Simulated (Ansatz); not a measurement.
# Zn3InGaO6 (R3m)

Level of theory: Ansatz 0.2.0, DFT r2SCAN, scalar-relativistic, plane waves, PAW.

Plane waves to 500 eV, a k mesh through Γ of 12×12×12 on the computed 11-atom cell and Gaussian smearing (0.02 eV); no spin polarisation.

The structure is relaxed at this level of theory with its symmetry kept. Whether it is the stable form of this composition wasn't checked.

```cif
data_structure
_symmetry_space_group_name_H-M 'R3m:H'
_symmetry_Int_Tables_number 160
_cell_length_a 3.2880
_cell_length_b 3.2880
_cell_length_c 41.3920
_cell_angle_alpha 90.000
_cell_angle_beta 90.000
_cell_angle_gamma 120.000
_cell_volume 387.53
loop_
_atom_site_label
_atom_site_type_symbol
_atom_site_symmetry_multiplicity
_atom_site_Wyckoff_symbol
_atom_site_fract_x
_atom_site_fract_y
_atom_site_fract_z
_atom_site_occupancy
Zn1 Zn 3 a 0.66667 0.33333 0.07222 1
Zn2 Zn 3 a 0.00000 0.00000 0.25862 1
Zn3 Zn 3 a 0.00000 0.00000 0.13434 1
In1 In 3 a 0.66667 0.33333 0.33209 1
Ga1 Ga 3 a 0.66667 0.33333 0.19646 1
O1 O 3 a 0.00000 0.00000 0.08673 1
O2 O 3 a 0.66667 0.33333 0.24385 1
O3 O 3 a 0.66667 0.33333 0.14882 1
O4 O 3 a 0.00000 0.00000 0.19624 1
O5 O 3 a 0.00000 0.00000 0.30580 1
O6 O 3 a 0.66667 0.33333 0.02483 1
```

```json
{"Space group": "R3m (No. 160)", "Volume per atom": "11.74 Å³", "Formation energy from the elements' standard states (uncorrected)": "-1.791 eV/atom", "Generalised Kohn–Sham band gap": "1.56 eV, direct at Γ", "Löwdin character of the top 1 eV of the valence band": "O 2p 79 %, Zn 3d 18 %", "Löwdin character of the lowest 1 eV of the conduction band": "Zn 4s 32 %, O 2s 24 %, O 2p 14 %, In 5s 14 %, Ga 4s 9 %", "Electron masses at the edge by Cartesian direction of the computed cell, whose vectors are (1.644, 0.949, 13.797), (-1.644, 0.949, 13.797), (0.000, -1.898, 13.797) Å (m_e; degenerate bands sorted by energy; no spin-orbit coupling)": "x: 0.22; y: 0.22; z: 0.21", "Hole masses at the edge by Cartesian direction of the computed cell, whose vectors are (1.644, 0.949, 13.797), (-1.644, 0.949, 13.797), (0.000, -1.898, 13.797) Å (m_e; degenerate bands sorted by energy; no spin-orbit coupling)": "x: 2.3, 0.42; y: 2.3, 0.42; z: over 30, over 30"}
```

Cost: 3 runs of about 32 core-minutes in all, on Oxide Virtual Turin-like Processor (Zen 5) (shared hosts).